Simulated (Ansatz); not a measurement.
Crystal: Sn.

```
CELL_PARAMETERS angstrom
-2.02919 2.02919 1.66076
2.02919 -2.02919 1.66076
2.02919 2.02919 -1.66076
ATOMIC_POSITIONS crystal
Sn 0.00000 0.00000 0.00000
```

This isn't the form of Sn at room conditions, which is tetragonal (white tin).

```yaml
Program: Ansatz 0.2.0
Task: relaxation of cell and atoms
Functional: PBEsol
Dispersion: D3(BJ)
Potentials_or_basis: Ansatz PAW
Cutoff: "420 eV (not typed: the program's choice for these potentials)"
k_mesh: 10 × 10 × 10
Occupations: fermi-dirac, width 0.05 eV
Spin: no spin polarisation
```

At the start: volume 27.35 Å³/atom.

Problem. Where does the relaxation end?

Solution. It ends after 5 steps and the volume is 25.07 Å³/atom (-8.4 %); space group I4/mmm (No. 139, to 0.05 Å).

Step by step:
```csv
step,energy change (eV),largest force (eV/Å),volume (Å³)
1,0.0000,0.0000,27.35
2,-0.0344,0.0000,24.84
3,-0.0354,0.0000,25.12
4,-0.0354,0.0000,25.07
5,-0.0349,0.0000,25.07
```

Final structure:
```yaml
crystal:
  lattice:
    - [-1.95521, 1.95521, 1.63925]
    - [1.95521, -1.95521, 1.63925]
    - [1.95521, 1.95521, -1.63925]
  atoms:
    - { symbol: Sn, position: [0.00000, 0.00000, 0.00000] }
```

Caveat: the plane-wave basis is chosen anew once the cell has moved, so the energies of steps on either side of that aren't comparable; pairwise dispersion overbinds metals, which lowers pressure and volume; the PAW data sets come from PBE, with cores solved anew for the run's functional, which leaves a small shift of forces and pressure.
